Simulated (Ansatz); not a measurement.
V under changes of volume

One of the cells (13.891 Å³/atom); the others are scaled copies at fixed shape and fractional positions:

```
CELL_PARAMETERS angstrom
-1.51435 1.51435 1.51435
1.51435 -1.51435 1.51435
1.51435 1.51435 -1.51435
ATOMIC_POSITIONS crystal
V 0.00000 0.00000 0.00000
```

- Program: Ansatz 0.2.0
- Functional: PBE
- Potentials or basis: all-electron LAPW, scalar-relativistic
- Cutoff: 278 eV (chosen from the basis error)
- Basis error allowed: 0.0005 eV/atom
- k mesh: 12 × 12 × 12
- Occupations: fermi-dirac, width 0.05 eV
- Spin: collinear spin, ferromagnetic start
- Starting moments: [2.0] μB

| volume (Å³/atom) | energy over the lowest point (meV/atom) | pressure (GPa) |
| --- | --- | --- |
| 13.058 | 6.28 | 5.7 |
| 13.336 | 0.00 | 1.6 |
| 13.613 | 0.41 | -2.1 |
| 13.891 | 6.96 | -5.4 |
| 14.169 | 19.14 | -8.5 |
| 14.447 | 36.43 | -11.2 |
| 14.725 | ? | ? |

**Question.** What does the run at 14.725 Å³/atom give?

**Answer.** Energy over the lowest point 58.31 meV/atom; pressure -13.7 GPa.

Worked out: A Birch-Murnaghan fit of order 3 (a polynomial in V^(-2/3)) to the other rows has its minimum at 13.46 Å³/atom with B0 = V·E''(V) = 180 GPa and B' = 3.4. It gives 58.43 meV/atom at 14.725 Å³/atom, against the run's 58.31, and -dE/dV = -13.9 GPa, against -13.7.

Energies are extrapolated to zero smearing.

Caveats: the starting moments weren't kept.
